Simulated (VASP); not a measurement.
# ZnO (P6_3mc) in VASP: single point with PBE

Aim: the single point of ZnO with PBE.

Program: VASP 6.6.1. These are calculated values, not measurements. Logs are shortened: lines on timing, memory, paths and dates and some standing lists are left out, and cuts for length are marked.

**Measured values to compare with.**

From “Electronic structure of alkaline earth and post-transition metal oxides”, 2009, arxiv:0908.1581, for a bulk crystal of ZnO: band gap 3.37 eV.

How close the calculation comes is told below.

### 1 The structure

It takes space group P6_3mc (No. 186, hexagonal). The conventional cell has a = 3.287 Å, b = 3.287 Å, c = 5.300 Å, α = 90.00°, β = 90.00°, γ = 120.00°. Zn (site symmetry 3m) is surrounded by 4 O at 2.00 to 2.01 Å. O (site symmetry 3m) is surrounded by 4 Zn at 2.00 to 2.01 Å.

### 2 Single point, PBE

The input, INCAR:

```
PREC = Normal
ENCUT = 450
EDIFF = 1E-7
ISMEAR = 0
SIGMA = 0.01
LREAL = Auto
LASPH = True
NELM = 80
ALGO = Normal
ISIF = 2
LWAVE = False
LCHARG = False
GGA = PE
NBANDS = 86
ICORELEVEL = 1
```

The input, KPOINTS:

```
Automatic mesh
0
Gamma
  3 3 3
```

The input, POSCAR:

```
ZnO
1.0
    0.0000000000      0.0000000000     -5.3003900000
   -3.2865000000      5.6923860000      0.0000000000
    6.5730020000      0.0000000000      0.0000000000
Zn O
8 8
Direct
    0.5001730000      0.3333335000      0.1666665000
    0.5001730000      0.8333335000      0.1666665000
    0.5001730000      0.3333335000      0.6666665000
    0.5001730000      0.8333335000      0.6666665000
    0.0001730000      0.1666665000      0.3333335000
    0.0001730000      0.6666665000      0.3333335000
    0.0001730000      0.1666665000      0.8333335000
    0.0001730000      0.6666665000      0.8333335000
    0.6208170000      0.1666665000      0.3333335000
    0.6208170000      0.6666665000      0.3333335000
    0.6208170000      0.1666665000      0.8333335000
    0.6208170000      0.6666665000      0.8333335000
    0.1208170000      0.3333335000      0.1666665000
    0.1208170000      0.8333335000      0.1666665000
    0.1208170000      0.3333335000      0.6666665000
    0.1208170000      0.8333335000      0.6666665000
```

Potentials or basis: VASP PAW PBE potentials, release 64 (Zn, O).

Command:

```sh
$ cat potpaw_PBE.64/Zn/POTCAR potpaw_PBE.64/O/POTCAR > POTCAR
$ mpirun -np 4 vasp_std > vasp.out
```

OUTCAR:

```text
PREC = Normal
   ENCUT = 450
   EDIFF = 1E-7
   ISMEAR = 0
   LREAL = Auto
   LASPH = True
   NELM = 80
   ISIF = 2
   GGA = PE

 ion  position               nearest neighbor table
   1  0.500  0.333  0.167-  10 2.00  11 2.00   9 2.00  13 2.01
   2  0.500  0.833  0.167-   9 2.00  12 2.00  10 2.00  14 2.01
   3  0.500  0.333  0.667-  12 2.00   9 2.00  11 2.00  15 2.01
   4  0.500  0.833  0.667-  11 2.00  10 2.00  12 2.00  16 2.01
   5  0.000  0.167  0.333-  14 2.00  15 2.00  13 2.00   9 2.01
   6  0.000  0.667  0.333-  13 2.00  16 2.00  14 2.00  10 2.01
[... 8 lines left out ...]
  15  0.121  0.333  0.667-   8 2.00   5 2.00   7 2.00   3 2.01
  16  0.121  0.833  0.667-   7 2.00   6 2.00   8 2.00   4 2.01
[... 7 lines left out ...]
 A1 = (  -3.2865000000,   5.6923860000,   0.0000000000)
 A2 = (   6.5730020000,   0.0000000000,   0.0000000000)
 A3 = (   0.0000000000,   0.0000000000,  -5.3003900000)

Analysis of symmetry for initial positions (statically):
=====================================================================
 Subroutine PRICEL returns following result:

  LATTYP: Found a hexagonal cell.
 ALAT       =     3.2865004421
 C/A-ratio  =     1.6127762930

  Lattice vectors:

 A1 = (  -1.6432500000,   2.8461930000,   0.0000000000)
 A2 = (   3.2865010000,   0.0000000000,   0.0000000000)
 A3 = (   0.0000000000,   0.0000000000,  -5.3003900000)

   4 primitive cells build up your supercell.

 Routine SETGRP: Setting up the symmetry group for a
 hexagonal supercell.

 Subroutine GETGRP returns: Found 12 space group operations
 (whereof  6 operations were pure point group operations)
 out of a pool of 24 trial point group operations.

The static configuration has the point symmetry C_3v.
 The point group associated with its full space group is C_6v.

Analysis of symmetry for dynamics (positions and initial velocities):
=====================================================================
 Subroutine PRICEL returns following result:

  LATTYP: Found a hexagonal cell.
 ALAT       =     3.2865004421
 C/A-ratio  =     1.6127762930

  Lattice vectors:

 A1 = (  -1.6432500000,   2.8461930000,   0.0000000000)
 A2 = (   3.2865010000,   0.0000000000,   0.0000000000)
 A3 = (   0.0000000000,   0.0000000000,  -5.3003900000)

   4 primitive cells build up your supercell.

 Routine SETGRP: Setting up the symmetry group for a
[... 103 lines left out ...]
   NELECT =     144.0000    total number of electrons
   NUPDOWN=      -1.0000    fix difference up-down
   EMIN   =  10.00;   EMAX   =-10.00  energy-range for DOS
   EFERMI =   0.00;   METHOD = LEGACY
   ISMEAR =     0;   SIGMA  =   0.01  broadening in eV -4-tet -1-fermi 0-gaus
   EFERMI_NEDOS =   21; number of points for ismear=-14 and -15
   IALGO  =     38    algorithm
   IMIX   =      4    mixing-type and parameters
     AMIX     =   0.40;   BMIX     =  1.00
     AMIX_MAG =   1.60;   BMIX_MAG =  1.00
  volume/ion in A,a.u.               =      12.39        83.65
  Fermi-wavevector in a.u.,A,eV,Ry     =   1.471433  2.780604 29.458160  2.165114
  Thomas-Fermi vector in A             =   2.586569
   LORBIT       =      0    0 simple, 1 ext, 2 COOP (PROOUT), +10 PAW based schemes
   GGA     = PE    functional components
   LHFCALC =     F    Hartree Fock is set to
   AEXX    =    0.0000 exact exchange contribution
   IVDW    =     0    specifies the selected vdW correction
   LEPSILON=     F    determine dielectric tensor
   LRPA    =     F    only Hartree local field effects (RPA)
 non-spin polarized calculation
 Gauss-broadening in eV      SIGMA  =   0.01
  energy-cutoff  :      450.00
  volume of cell :      198.32
 maximum number of plane-waves:      4315
   NGX = 19   NGY = 23   NGZ = 23

 number of electron     144.0000225 magnetization

 Free energy of the ion-electron system (eV)
  ---------------------------------------------------
  ext. energy  EPLUGINS =         0.00000000
  ---------------------------------------------------
  free energy    TOTEN  =       -71.46932774 eV

  energy without entropy =      -71.46932774  energy(sigma->0) =      -71.46932774

 the core state eigenenergies are
   1-  1s  -9517.4427  2s  -1150.9555  2p   -996.5998  3s   -122.5002  3p    -76.6940

   2-  1s  -9517.4427  2s  -1150.9555  2p   -996.5998  3s   -122.5002  3p    -76.6940

   3-  1s  -9517.4427  2s  -1150.9555  2p   -996.5998  3s   -122.5002  3p    -76.6940
[... 11 lines left out ...]
   9-  1s   -504.0224
  10-  1s   -504.0224
  11-  1s   -504.0224
  12-  1s   -504.0224
  13-  1s   -504.0224
  14-  1s   -504.0224
  15-  1s   -504.0224
  16-  1s   -504.0224

 E-fermi :   0.9052     XC(G=0): -10.6946

 val. band max:        0.8474276545   @ k =   0.0000   0.0000   0.0000
 cond. band min:       1.5674056907   @ k =   0.0000   0.0000   0.0000
 fundamental gap:      0.7199780363
 Fermi energy:         0.9052145245

 k-point     1 :       0.0000    0.0000    0.0000
  band No.  band energies     occupation
      1     -16.9251      2.00000
      2     -16.2966      2.00000
      3     -16.2966      2.00000
      4     -16.2966      2.00000
      5     -16.2655      2.00000
      6     -16.0930      2.00000
[... 511 lines left out ...]
     83       9.5855      0.00000
     84       9.5855      0.00000
 [bands above 84 left out]

------------------------ aborting loop because EDIFF is reached ----------------------------------------

  FORCE on cell =-STRESS in cart. coord.  units (eV):
  Direction    XX          YY          ZZ          XY          YZ          ZX
  --------------------------------------------------------------------------------------
  -------------------------------------------------------------------------------------
  Total       -1.2157605     -1.2157602     -1.0748363     -0.0000002      0.0000000     -0.0000000
  in kB       -9.8218361     -9.8218337     -8.6833434     -0.0000017      0.0000000     -0.0000000
  external PRESSURE =      -9.4423377 kB  Pullay stress =       0.0000000 kB

 VOLUME and BASIS-vectors are now :
 -----------------------------------------------------------------------------
  energy-cutoff  :      450.00
  volume of cell :      198.32
      direct lattice vectors                 reciprocal lattice vectors
     0.000000000  0.000000000 -5.300390000     0.000000000  0.000000000 -0.188665362
    -3.286500000  5.692386000  0.000000000     0.000000000  0.175673259  0.000000000
     6.573002000  0.000000000  0.000000000     0.152137486  0.087836603  0.000000000

 POSITION                                       TOTAL-FORCE (eV/Angst)
 -----------------------------------------------------------------------------------
     -0.00000      1.89746     -2.65111         0.000000     -0.000000     -0.002474
     -1.64325      4.74366     -2.65111         0.000000     -0.000000     -0.002474
      3.28650      1.89746     -2.65111        -0.000000      0.000000     -0.002474
      1.64325      4.74366     -2.65111         0.000000      0.000000     -0.002474
      1.64325      0.94873     -0.00092        -0.000000      0.000000     -0.002474
      0.00000      3.79492     -0.00092         0.000000      0.000000     -0.002474
[... 8 lines left out ...]
      3.28650      1.89746     -0.64038        -0.000000      0.000000      0.002474
      1.64325      4.74366     -0.64038        -0.000000     -0.000000      0.002474
 -----------------------------------------------------------------------------------
    total drift:                                0.004241      0.000006     -0.007428

  FREE ENERGIE OF THE ION-ELECTRON SYSTEM (eV)
  ---------------------------------------------------
  free  energy   TOTEN  =       -71.4693277406 eV

  energy  without entropy=      -71.4693277406  energy(sigma->0) =      -71.46932774
```

OSZICAR:

```text
N       E                     dE             d eps       ncg     rms          rms(c)
DAV:   1     0.167753985920E+04    0.16775E+04   -0.59929E+04  1056   0.216E+03
DAV:   2     0.263934750990E+03   -0.14136E+04   -0.13269E+04  1056   0.569E+02
DAV:   3    -0.564852764107E+02   -0.32042E+03   -0.30928E+03  1128   0.228E+02
DAV:   4    -0.839701552923E+02   -0.27485E+02   -0.27152E+02  1184   0.720E+01
[... 10 lines left out ...]
DAV:  15    -0.714693284377E+02    0.18547E-04   -0.70431E-05  1296   0.369E-02    0.480E-03
DAV:  16    -0.714693281363E+02    0.30135E-06   -0.46976E-06  1120   0.115E-02    0.312E-03
DAV:  17    -0.714693278636E+02    0.27273E-06   -0.60594E-08   752   0.125E-03    0.242E-03
DAV:  18    -0.714693277272E+02    0.13638E-06   -0.54195E-07  1072   0.394E-03    0.502E-04
DAV:  19    -0.714693277406E+02   -0.13417E-07   -0.10228E-07   576   0.173E-03
   1 F= -.71469328E+02 E0= -.71469328E+02  d E =-.125938E-17
```

stdout:

```text
POSCAR found type information on POSCAR ZnO
 POSCAR found :  2 types and      16 ions
 scaLAPACK will be used
 LDA part: xc-table for (Slater+PW92), standard interpolation
 -----------------------------------------------------------------------------
|                                                                             |
|           W    W    AA    RRRRR   N    N  II  N    N   GGGG   !!!           |
|           W    W   A  A   R    R  NN   N  II  NN   N  G    G  !!!           |
|           W    W  A    A  R    R  N N  N  II  N N  N  G       !!!           |
|           W WW W  AAAAAA  RRRRR   N  N N  II  N  N N  G  GGG   !            |
|           WW  WW  A    A  R   R   N   NN  II  N   NN  G    G                |
|           W    W  A    A  R    R  N    N  II  N    N   GGGG   !!!           |
|                                                                             |
|     The number of bands has been changed from the values supplied in        |
|     The orbitals not found in the WAVECAR file will be initialized with     |
|     random numbers, which is usually adequate. For correlated               |
|     calculations, however, you should redo the groundstate calculation.     |
|     I found NBANDS = 86. Now, NBANDS = 88.                                  |
|                                                                             |
 -----------------------------------------------------------------------------

 POSCAR, INCAR and KPOINTS ok, starting setup
 FFT: planning ... GRIDC
 FFT: planning ... GRID_SOFT
 FFT: planning ... GRID
 WAVECAR not read
 entering main loop
```

It took 45 s on 4 MPI ranks of Intel Xeon Platinum 8488C (Sapphire Rapids), shared host; peak memory 0.13 GiB.

Results:

| Property | Result |
| --- | --- |
| Free energy | -71.4693 eV |
| Band gap on the k mesh | 0.72 eV |

Forces on the atoms (eV/Å):
```
Zn   0.000  0.000 -0.002
Zn   0.000  0.000 -0.002
Zn   0.000  0.000 -0.002
Zn   0.000  0.000 -0.002
Zn   0.000  0.000 -0.002
Zn   0.000  0.000 -0.002
Zn   0.000  0.000 -0.002
Zn   0.000  0.000 -0.002
O    0.000  0.000  0.002
O    0.000  0.000  0.002
O    0.000  0.000  0.002
O    0.000  0.000  0.002
O    0.000  0.000  0.002
O    0.000  0.000  0.002
O    0.000  0.000  0.002
O    0.000  0.000  0.002
```

Core levels (eV, on the scale of the bands):
```tsv
atom	levels
1 Zn	1s -9517.4, 2s -1151.0, 2p -996.6, 3s -122.5, 3p -76.7
2 Zn	1s -9517.4, 2s -1151.0, 2p -996.6, 3s -122.5, 3p -76.7
3 Zn	1s -9517.4, 2s -1151.0, 2p -996.6, 3s -122.5, 3p -76.7
4 Zn	1s -9517.4, 2s -1151.0, 2p -996.6, 3s -122.5, 3p -76.7
5 Zn	1s -9517.4, 2s -1151.0, 2p -996.6, 3s -122.5, 3p -76.7
6 Zn	1s -9517.4, 2s -1151.0, 2p -996.6, 3s -122.5, 3p -76.7
```

Caveat: the cutoff is under 1.25 times the usual one of these potentials, so pressure, stress and relaxed cells hold a basis-set (Pulay) error.

### 3 Against experiment

Step 2. Measured gap of ZnO: 3.37 eV (quoted in “Electronic structure of alkaline earth and post-transition metal oxides”, 2009, arxiv:0908.1581). This calculation gives 0.72 eV (-2.65 eV). So large a miss can be the level of theory's own, or it may mean another phase, state or a wrong row. The value is that of PBE, without temperature or zero-point motion. Semilocal functionals fall short of measured gaps as a rule.
